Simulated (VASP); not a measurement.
Here is a VASP 6.6.1 calculation.

Contents of INCAR:

```
  ALGO = Normal
  EDIFF = 1E-6
  EDIFFG = -0.005
  ENCUT = 600
  GGA = PE
  IBRION = 2
  ISIF = 3
  ISMEAR = 0
  KPAR = 2
  LASPH = T
  LCHARG = F
  LREAL = F
  LWAVE = F
  NELM = 120
  NSW = 80
  PREC = Accurate
  SIGMA = 0.02
```

KPOINTS

```
k-points
0
Gamma
  12 12 12
```

Contents of POSCAR:

```
MgO
1.0
    0.0000000000      2.0970014000      2.0970014000
    2.0970014000      0.0000000000      2.0970014000
    2.0970014000      2.0970014000      0.0000000000
Mg O
1 1
Direct
    0.0000000000      0.0000000000      0.0000000000
    0.5000000000      0.5000000000      0.5000000000
```

Potentials or basis: VASP PAW PBE potentials, release 64 (Mg, O).

Run with:

```sh
$ cat potpaw_PBE.64/Mg/POTCAR potpaw_PBE.64/O/POTCAR > POTCAR
$ mpirun -np 2 vasp_std > vasp.out
```

(1) What does it give for the relaxed cell?

(2) Predict the band gap on the k mesh.

(3) Predict the space group after relaxing (to 0.05 Å).

Results:

(1) a = 3.002 Å, b = 3.002 Å, c = 3.002 Å, α = 60.00°, β = 60.00°, γ = 60.00°.

(2) 4.50 eV, direct.

(3) Fm-3m (No. 225).
